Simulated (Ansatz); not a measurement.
# SnSe in Ansatz: equation of state

Aim: energy against volume of SnSe in PBE, for its equilibrium volume and stiffness.

Everything below comes from runs of Ansatz 0.2.0. Logs are shortened: lines on timing, memory, paths and dates and some standing lists are left out, and cuts for length are marked.

## Step 1: The structure

The cell holds a slab with vacuum, 4 atoms: a = 4.285 Å, b = 4.285 Å, c = 10.991 Å, α = 90.00°, β = 90.00°, γ = 90.00°.

## Step 2: Equation of state, PBE

Potentials or basis: all-electron LAPW, scalar-relativistic.

No new run: the results of the series are fitted here.

What came out:

```yaml
Equilibrium_volume: 51.63 Å³/atom
Bulk_modulus_at_fixed_shape_and_positions: 25 GPa
Pressure_derivative_of_the_bulk_modulus: 4.3
```

Energy against volume, from the lowest point:
```
volume (Å³/atom)  energy (meV/atom)
          47.431              31.14
          48.440              17.30
          49.449               7.77
          50.458               2.14
          51.468               0.00
          52.477               1.01
          53.486               4.86
```

Caveat: the cell was scaled at fixed shape and fractional positions, which overstates the stiffness of a crystal with free parameters, most of all of layers and chains.
